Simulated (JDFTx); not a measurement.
# AlN (P6_3mc) in JDFTx: notebook

Aim: see how the results for AlN move with the level of theory and the settings. Levels: PBEsol, LDA. Tasks: single point.

All numbers are computed with JDFTx 1.7.0 (patched build); they aren't measurements. Logs are shortened: lines on timing, memory, paths and dates and some standing lists are left out, and cuts for length are marked. The log counts tension as positive stress, the text compression.

**Measured values to compare with.**

From “Self-assembly of well-separated AlN nanowires directly on sputtered metallic TiN films”, 2019, arxiv:1910.07391, for a bulk crystal of AlN at 10 K: band gap 6.034 eV (an exciton energy, a little under the gap).

How close the calculation comes is told below.

## Step 1: The structure

The structure is hexagonal, space group P6_3mc (No. 186). The conventional cell has a = 3.113 Å, b = 3.113 Å, c = 4.981 Å, α = 90.00°, β = 90.00°, γ = 120.00°. Al (site symmetry 3m) is surrounded by 4 N at 1.89 Å. N (site symmetry 3m) is surrounded by 4 Al at 1.89 Å.

## Step 2: Single point, PBEsol

AlN.in

```
lattice \
    3.1130000000    -1.5565000000     0.0000000000 \
    0.0000000000     2.6959370820     0.0000000000 \
    0.0000000000     0.0000000000     4.9810000000
latt-scale 1.889726124626 1.889726124626 1.889726124626
coords-type Lattice
ion Al     0.6666666667     0.3333333333     0.5000000000 1
ion Al     0.3333333333     0.6666666667     0.0000000000 1
ion N      0.6666666667     0.3333333333     0.8800000000 1
ion N      0.3333333333     0.6666666667     0.3800000000 1

ion-species pseudo/Al.upf
ion-species pseudo/N.upf
elec-cutoff 42 336
elec-ex-corr gga-PBEsol
kpoint-folding 10 10 6
elec-smearing Gauss 0.0018374661
elec-n-bands 14
electronic-SCF nIterations 100 energyDiffThreshold 1e-09
electronic-minimize nIterations 30 energyDiffThreshold 1e-7
converge-empty-states yes
forces-output-coords Cartesian

dump-name run.$VAR
dump End Ecomponents EigStats BandEigs Kpoints Forces Stress ElecDensity Dtot KEdensity
```

Potentials or basis: PseudoDojo-SR-PBEsol-0.4.1-standard with smoothed tails.

Started as:

```bash
> jdftx -c 1 -i AlN.in -o AlN.out
```

The program printed:

```text
*************** JDFTx 1.7.0 (patched build) ***************

Input parsed successfully to the following command list (including defaults):
[... the input with its defaults ...]

---------- Setting up symmetries ----------

Found 24 point-group symmetries of the bravais lattice
Found 12 space-group symmetries with basis
Applied RMS atom displacement 3.39639e-10 bohrs to make symmetries exact.

---------- Initializing the Grid ----------
R =
[      5.88272     -2.94136            0  ]
[            0      5.09458            0  ]
[            0            0      9.41273  ]
unit cell volume = 282.099
G =
[    1.06808   0.616654         -0  ]
[          0    1.23331          0  ]
[          0         -0    0.66752  ]
Minimum fftbox size, Smin = [  52  52  80  ]
Chosen fftbox size, S = [  54  54  80  ]

---------- Initializing tighter grid for wavefunction operations ----------
R =
[      5.88272     -2.94136            0  ]
[            0      5.09458            0  ]
[            0            0      9.41273  ]
unit cell volume = 282.099
G =
[    1.06808   0.616654         -0  ]
[          0    1.23331          0  ]
[          0         -0    0.66752  ]
Minimum fftbox size, Smin = [  36  36  56  ]
Chosen fftbox size, S = [  36  36  56  ]

---------- Exchange Correlation functional ----------
Initalized PBEsol GGA exchange.
Initalized PBEsol GGA correlation.

---------- Setting up pseudopotentials ----------
Width of ionic core gaussian charges (only for fluid interactions / plotting) set to 0

Reading pseudopotential file 'pseudo/Al.upf':
  'Al' pseudopotential, 'PBESOL' functional
  Generated using ONCVPSP code by D. R. Hamann
  3 valence electrons, 2 orbitals, 6 projectors, 1001 radial grid points, with lMax = 2
    3S    l: 0   occupation:  2.0   eigenvalue: -0.283523
    3P    l: 1   occupation:  1.0   eigenvalue: -0.098840
  Core radius for overlap checks: 1.74 bohrs.

Reading pseudopotential file 'pseudo/N.upf':
  'N' pseudopotential, 'PBESOL' functional
  Generated using ONCVPSP code by D. R. Hamann
  5 valence electrons, 2 orbitals, 4 projectors, 1001 radial grid points, with lMax = 1
    2S    l: 0   occupation:  2.0   eigenvalue: -0.678237
    2P    l: 1   occupation:  3.0   eigenvalue: -0.258576
  Core radius for overlap checks: 1.31 bohrs.

Initialized 2 species with 4 total atoms.

Folded 1 k-points by 10x10x6 to 600 k-points.

---------- Setting up k-points, bands, fillings ----------
Adding inversion symmetry to k-mesh for non-inversion-symmetric unit cell.
Reduced to 56 k-points under symmetry.
Computing the number of bands and number of electrons
Calculating initial fillings.
nElectrons:  16.000000   nBands: 14   nStates: 56

----- Setting up reduced wavefunction bases (one per k-point) -----
average nbasis = 3667.555 , ideal nbasis = 3667.499

---------- Setting up ewald sum ----------
Optimum gaussian width for ewald sums = 2.076670 bohr.
Real space sum over 1089 unit cells with max indices [  5  5  4  ]
Reciprocal space sum over 2873 terms with max indices [  6  6  8  ]

---------- Allocating electronic variables ----------
Initializing wave functions:  linear combination of atomic orbitals
Al pseudo-atom occupations:   s ( 2 )  p ( 1 )
N pseudo-atom occupations:   s ( 2 )  p ( 3 )
	FillingsUpdate:  mu: +0.532619736  nElectrons: 16.000000
LCAOMinimize: Iter:   0  F: -23.8624781886232924  |grad|_K:  9.303e-03  alpha:  1.000e+00
	FillingsUpdate:  mu: +0.434701866  nElectrons: 16.000000
LCAOMinimize: Iter:   1  F: -24.1686036293626003  |grad|_K:  7.052e-04  alpha:  3.826e-01  linmin: -6.956e-01  cgtest:  9.214e-01
LCAOMinimize: Encountered beta<0, resetting CG.
[... 5 lines of inner loops ...]
LCAOMinimize: Iter:   4  F: -24.1702131346895293  |grad|_K:  2.749e-07  alpha:  3.967e-01  linmin:  5.709e-05  cgtest:  1.200e-02
	FillingsUpdate:  mu: +0.427227351  nElectrons: 16.000000
LCAOMinimize: Iter:   5  F: -24.1702131352541301  |grad|_K:  2.672e-08  alpha:  9.213e-01  linmin: -8.626e-03  cgtest:  1.681e-02
LCAOMinimize: Converged (|Delta F|<1.000000e-06 for 2 iters).

-------- Electronic minimization -----------
Will mix electronic density at each iteration.
	FillingsUpdate:  mu: +0.427227351  nElectrons: 16.000000
	FillingsUpdate:  mu: +0.300000000  nElectrons: 16.000000
SCF: Cycle:  0   F: -24.306759686113516   dF: -1.365e-01   |Residual|: 1.227e-01   |deigs|: 5.745e-02
	FillingsUpdate:  mu: +0.300000000  nElectrons: 16.000000
SCF: Cycle:  1   F: -24.316990731790792   dF: -1.023e-02   |Residual|: 3.677e-02   |deigs|: 1.216e-02
	FillingsUpdate:  mu: +0.300000000  nElectrons: 16.000000
SCF: Cycle:  2   F: -24.317217917163983   dF: -2.272e-04   |Residual|: 1.368e-02   |deigs|: 7.615e-04
	FillingsUpdate:  mu: +0.300000000  nElectrons: 16.000000
SCF: Cycle:  3   F: -24.317261423853839   dF: -4.351e-05   |Residual|: 2.529e-03   |deigs|: 1.494e-03
	FillingsUpdate:  mu: +0.300000000  nElectrons: 16.000000
SCF: Cycle:  4   F: -24.317264827741930   dF: -3.404e-06   |Residual|: 1.395e-03   |deigs|: 2.759e-04
	FillingsUpdate:  mu: +0.300000000  nElectrons: 16.000000
SCF: Cycle:  5   F: -24.317266964276641   dF: -2.137e-06   |Residual|: 9.170e-05   |deigs|: 1.958e-04
	FillingsUpdate:  mu: +0.300000000  nElectrons: 16.000000
SCF: Cycle:  6   F: -24.317267299000179   dF: -3.347e-07   |Residual|: 1.051e-04   |deigs|: 8.807e-05
	FillingsUpdate:  mu: +0.300000000  nElectrons: 16.000000
SCF: Cycle:  7   F: -24.317267451896779   dF: -1.529e-07   |Residual|: 2.341e-05   |deigs|: 6.789e-05
	FillingsUpdate:  mu: +0.300000000  nElectrons: 16.000000
SCF: Cycle:  8   F: -24.317267492691446   dF: -4.079e-08   |Residual|: 9.987e-06   |deigs|: 6.006e-05
	FillingsUpdate:  mu: +0.300000000  nElectrons: 16.000000
SCF: Cycle:  9   F: -24.317267512657811   dF: -1.997e-08   |Residual|: 9.338e-06   |deigs|: 1.186e-04
	FillingsUpdate:  mu: +0.300000000  nElectrons: 16.000000
SCF: Cycle: 10   F: -24.317267517356093   dF: -4.698e-09   |Residual|: 4.809e-06   |deigs|: 1.072e-04
	FillingsUpdate:  mu: +0.300000000  nElectrons: 16.000000
SCF: Cycle: 11   F: -24.317267519573832   dF: -2.218e-09   |Residual|: 1.755e-06   |deigs|: 1.544e-04
	FillingsUpdate:  mu: +0.300000000  nElectrons: 16.000000
SCF: Cycle: 12   F: -24.317267520140913   dF: -5.671e-10   |Residual|: 9.985e-07   |deigs|: 1.412e-04
	FillingsUpdate:  mu: +0.300000000  nElectrons: 16.000000
SCF: Cycle: 13   F: -24.317267520394861   dF: -2.539e-10   |Residual|: 4.646e-07   |deigs|: 1.401e-04
SCF: Converged (|Delta E|<1.000000e-09 for 2 iters).

Setting wave functions to eigenvectors of Hamiltonian
Converging empty states (this may take a while):
EmptyStates: None of the convergence criteria satisfied.
|deigs|: 1.064e-03

# Stress tensor in Cartesian coordinates [Eh/a0^3]:
[  1.29083e-05            0            0  ]
[            0  1.29083e-05            0  ]
[            0            0 -3.93395e-05  ]

# Ionic positions in lattice coordinates:
ion Al   0.666666666666667   0.333333333333333   0.500000000000000 1
ion Al   0.333333333333333   0.666666666666667   0.000000000000000 1
ion N   0.666666666666667   0.333333333333333   0.880000000000000 1
ion N   0.333333333333333   0.666666666666667   0.380000000000000 1

# Forces in Cartesian coordinates:
force Al  -0.000000000000000  -0.000000000000000  -0.002567555897883 1
force Al   0.000000000000000   0.000000000000000  -0.002567555897883 1
force N  -0.000000000000000  -0.000000000000000   0.002567960185556 1
force N   0.000000000000000   0.000000000000000   0.002567960185556 1

# Energy components:
   Eewald =      -21.7432241419002814
       EH =        5.6118194023805010
     Eloc =      -15.9849038064515234
      Enl =       -1.3048436138459629
      Exc =       -8.4117893294918833
 Exc_core =        1.2125913806728426
       KE =       16.3030825882414483
-------------------------------------
     Etot =      -24.3172675203948607
       TS =        0.0000000000000000
-------------------------------------
        F =      -24.3172675203948607

IonicMinimize: Iter:   0  F: -24.317267520394861  |grad|_K:  1.482e-03
IonicMinimize: None of the convergence criteria satisfied after 0 iterations.

#--- Lowdin population analysis ---
# oxidation-state Al +1.061 +1.061
# oxidation-state N -0.999 -0.999

Dumping 'run.eigStats' ...
	eMin: -0.298398 at state 0 ( [ +0.000000 +0.000000 +0.000000 ] spin 0 )
	HOMO: +0.257655 at state 0 ( [ +0.000000 +0.000000 +0.000000 ] spin 0 )
	mu  : +0.300000
	LUMO: +0.409658 at state 0 ( [ +0.000000 +0.000000 +0.000000 ] spin 0 )
	eMax: +0.737559 at state 0 ( [ +0.000000 +0.000000 +0.000000 ] spin 0 )
	HOMO-LUMO gap: +0.152002
	Optical gap  : +0.152002 at state 0 ( [ +0.000000 +0.000000 +0.000000 ] spin 0 )
WARNING: the last solve of the electrons (or of bands or displaced states from it) ended unconverged.
Done!
[note: mu as printed may lie anywhere between the filled and the empty levels]
```

Run time: 2.8 min. Hardware: 1 thread of Arm Neoverse V1, shared host; peak memory 0.27 GiB.

Results:

| Item | Value |
| --- | --- |
| Free energy | -661.7066 eV |
| Pressure | 0.1 GPa |
| Largest force | 0.132 eV/Å |
| Band gap on the k mesh | 4.14 eV, direct |
| Loewdin charges | Al +1.06; N -1.00 e |

Forces in eV/Å, atoms in the order of the input:
```
Al   0.000  0.000 -0.132
Al   0.000  0.000 -0.132
N    0.000  0.000  0.132
N    0.000  0.000  0.132
```

Caveat: the empty levels aren't tightly converged.

## Step 3: Single point, LDA

AlN.in

```
lattice \
    5.8827174260    -2.9413587130     0.0000000000 \
    0.0000000000     5.0945827342     0.0000000000 \
    0.0000000000     0.0000000000     9.4127258268
coords-type Cartesian
ion Al     2.9413587133     1.6981942446     4.7063629134 1
ion Al    -0.0000000003     3.3963884896     0.0000000000 1
ion N      2.9413587133     1.6981942446     8.2831987275 1
ion N     -0.0000000003     3.3963884896     3.5768358142 1

ion-species pseudo/Al.upf
ion-species pseudo/N.upf
elec-cutoff 42 336
elec-ex-corr lda-PW
kpoint-folding 10 10 6
elec-smearing Fermi 0.0018374661
elec-n-bands 14
electronic-SCF nIterations 100 energyDiffThreshold 1e-09
electronic-minimize nIterations 30 energyDiffThreshold 1e-7
converge-empty-states yes
forces-output-coords Cartesian

dump-name run.$VAR
dump End Ecomponents EigStats BandEigs Kpoints Forces Stress ElecDensity
```

Potentials or basis: PseudoDojo-SR-LDA-0.4.1-standard with smoothed tails.

Started as:

```bash
> jdftx -c 1 -i AlN.in -o AlN.out
```

Run time: 2.8 min. Hardware: 1 thread of Arm Neoverse V1, shared host; peak memory 0.26 GiB.

It converged, with:

```yaml
Free_energy: -666.0517 eV
Pressure: -5.8 GPa
Largest_force: 0.114 eV/Å
Band_gap_on_the_k_mesh: 4.26 eV, direct
Loewdin_charges: Al +1.07; N -1.00 e
```

Forces on the atoms (eV/Å):
```
Al   0.000  0.000 -0.114
Al   0.000  0.000 -0.114
N    0.000  0.000  0.114
N    0.000  0.000  0.114
```

Stress tensor (GPa, compression positive):
```
-6.43  0.00  0.00
 0.00 -6.43  0.00
 0.00  0.00 -4.65
```

Levels at points of the mesh, in eV from the valence-band top:
```csv
k point,band 4,band 5,band 6,band 7,band 8,band 9
"(0.00, 0.00, 0.00)",-0.84,-0.84,-0.18,-0.18,0.00,4.26
"(0.00, 0.00, 0.50)",-3.31,-0.52,-0.52,-0.52,-0.52,6.43
"(0.00, 0.50, 0.00)",-4.16,-3.36,-2.08,-1.79,-0.66,5.70
"(0.00, 0.50, 0.50)",-5.62,-1.45,-1.45,-1.36,-1.36,5.24
```

Caveat: the empty levels aren't tightly converged.

## Step 4: Comparison with measurements

Step 2. Measured gap of AlN: 6.034 eV (an exciton energy, a little under the gap; 10 K; quoted in “Self-assembly of well-separated AlN nanowires directly on sputtered metallic TiN films”, 2019, arxiv:1910.07391). This calculation gives 4.14 eV (-1.90 eV). 2 values of this kind are on record (6.034 to 6.0343 eV); this one was drawn at random. The value is that of PBEsol on a finite k mesh, which can miss the band edges, without temperature or zero-point motion. Semilocal functionals fall short of measured gaps as a rule.

Step 3. A measured gap of AlN is 6.034 eV (an exciton energy, a little under the gap; 10 K; quoted in “Self-assembly of well-separated AlN nanowires directly on sputtered metallic TiN films”, 2019, arxiv:1910.07391); the calculated 4.26 eV misses it by -1.78 eV. 2 values of this kind are on record (6.034 to 6.0343 eV); this one was drawn at random. The value is that of LDA on a finite k mesh, which can miss the band edges, without temperature or zero-point motion. Semilocal functionals fall short of measured gaps as a rule.
